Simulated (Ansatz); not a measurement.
**Where the states of SrCl₂ lie**

Space group Fm-3m (No. 225). a = 6.971 Å, b = 6.971 Å, c = 6.971 Å, α = 90.00°, β = 90.00°, γ = 90.00°
```tsv
atom	site	symmetry	x	y	z
Sr	4a	m-3m	0.0000	0.0000	0.0000
Cl	8c	-43m	0.2500	0.7500	0.7500
```

The runs use the primitive cell with vectors (0.000, 3.486, 3.486), (3.486, 0.000, 3.486), (3.486, 3.486, 0.000) Å, to which the k mesh refers.

Symmetry: Fm-3m, No. 225, cubic system. The conventional cell has a = 6.971 Å, b = 6.971 Å, c = 6.971 Å, α = 90.00°, β = 90.00°, γ = 90.00°. Sr (site symmetry m-3m) is surrounded by 8 Cl at 3.02 Å. Cl (site symmetry -43m) has 4 Sr at 3.02 Å as nearest neighbours.

The geometry is COD entry 1541509, unchecked; take it as a test cell.

These are results of Ansatz 0.2.0, DFT, LDA, all-electron LAPW, scalar-relativistic, not measurements.

The runs use a Γ-centred 8×8×8 k mesh, Fermi–Dirac smearing of 0.01 eV, basis error target 1 meV/atom, no spin polarisation.

States per eV and cell, averaged over 0.4 eV, from -2.9 to 5.7 eV, with energies (bin centres) from the valence-band top; empty bins are left out. The partial columns, the largest 4 alone, are projections on Löwdin-orthogonalised atomic shells (those that the program's projection atoms carry: the occupied ones and, for some elements, an empty d or f shell; other empty shells have no column), summed over atoms of an element. Weights on diffuse s and p shells depend on that basis and aren't pure angular character.

```csv
E (eV),total,Cl 3p,Sr 5s,Cl 3s,Sr 4p
-2.8,0.34,0.29,0.04,0.00,0.00
-2.4,1.98,1.75,0.19,0.01,0.01
-2.0,7.51,7.14,0.15,0.02,0.06
-1.6,4.89,4.65,0.08,0.02,0.03
-1.2,3.03,2.89,0.05,0.02,0.02
-0.8,4.56,4.42,0.02,0.01,0.02
-0.4,6.73,6.58,0.01,0.01,0.02
0.0,0.96,0.95,0.00,0.00,0.00
5.2,0.15,0.00,0.04,0.01,0.00
5.6,1.21,0.01,0.13,0.03,0.00
```

Question: Which of the resolved shells contributes most in the top eV of the valence band?

Answer: Cl 3p, with 98 % of all states there; Sr 4p follows with 0 %.
